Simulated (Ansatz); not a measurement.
An Ansatz input (plane waves, PAW) for CdI2-type TiS2 that has something wrong with it:

```yaml
crystal:
  lattice:
    - [3.424941017489, -2.886750767612e-11, 0.0]
    - [-1.71247050872, 2.966085927624, 0.0]
    - [0.0, 0.0, 5.9663178022]
  atoms:
    - { symbol: Ti, position: [0.0, 0.0, 0.0] }
    - { symbol: S, position: [0.3333333333333, 0.6666666666667, 0.2349302421] }
    - { symbol: S, position: [0.6666666666667, 0.3333333333333, 0.7650697579] }
basis:
  ecutwfc: 500
  ecutrho_ratio: 4
kpoints:
  mp_grid: { grid: [12, 12, 6] }
hamiltonian:
  xc: r2scan
scf:
  max_iter: 100
output:
  forces: true
  stress: true
```

Launched as:
```sh
ansatz run input.yaml --threads 4 --pin off --max-ram 7168MiB --backend cpu --events-out ev --progress --plain --runs-dir out
```

Task: What is wrong with it?

Result: No occupation method. Against the sound input: scf.occupations: {"method": "gaussian", "width": 0.05} → null (the cap on iterations is only a precaution).

What the program printed:

```
Error: YAML parse error: `scf.occupations.method` is required: fixed only where the cell keeps a band gap throughout the run, explicit beside scf.occupations.values (under evaluate: without them), else a smearing such as fermi_dirac (scf.occupations.width is optional; its entry in the input reference gives the default)
```

The input was refused before any iteration. It ran for 0.02 s on 4 threads of Arm Neoverse V1, with other jobs on the host, peak memory 0.023 GiB. The run before the change (r²SCAN, 500 eV, 12×12×6 mesh) gave:

```tsv
run	P (GPa)	gap on the mesh (eV)	cell moment (μB)	largest force component (eV/Å)
sound	0.0	0.22	–	0.001
```

The compound is reported in the structure type of the start.

Of that run: The structure is built of weakly bound layers, and this functional has no dispersion term, so their spacing and all that hangs on it (volume, the soft elastic constants, low modes, dielectric constants) are poorly given.
